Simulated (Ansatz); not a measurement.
The system is MnO.

```
Mn O
1.0
     0.00000    2.22200    2.22200
     2.22200    0.00000    2.22200
     2.22200    2.22200    0.00000
Mn O
1 1
Cartesian
  0.0000 0.0000 0.0000
  2.2220 2.2220 2.2220
```

Base run:

- Program: Ansatz 0.2.0
- Functional: HSE06 form with a typed share of exact exchange
- Potentials or basis: Ansatz PAW
- Cutoff: 420 eV (not typed: the program's choice for these potentials)
- k mesh: 6 × 6 × 6
- Occupations: fermi-dirac, width 0.05 eV
- Spin: collinear spin, ferromagnetic start
- Starting moments: [4.0, 0.0] μB

Its results: band gap on the k mesh 3.37 eV, indirect (least direct gap 5.72 eV); pressure -2.3 GPa; net moment 5.00 μB per cell; site moments Mn +4.38; O +0.20 μB.

The run is repeated on the same cell with these changes: share of exact exchange from 0.5 to 0.1. What comes out?

Band gap on the k mesh none (metal or under the smearing width); pressure 3.4 GPa; net moment 5.00 μB per cell; site moments Mn +4.24; O +0.25 μB.

Caveats: some runs use coarse meshes; the magnetic or orbital state may not be the lowest; a cell with one magnetic atom can't hold antiferromagnetic order, which such compounds often take; the PAW data sets come from PBE, with cores solved anew for the run's functional, which leaves a small shift of forces and pressure; the thresholds are loose for stress.

A k mesh can miss the band edges.
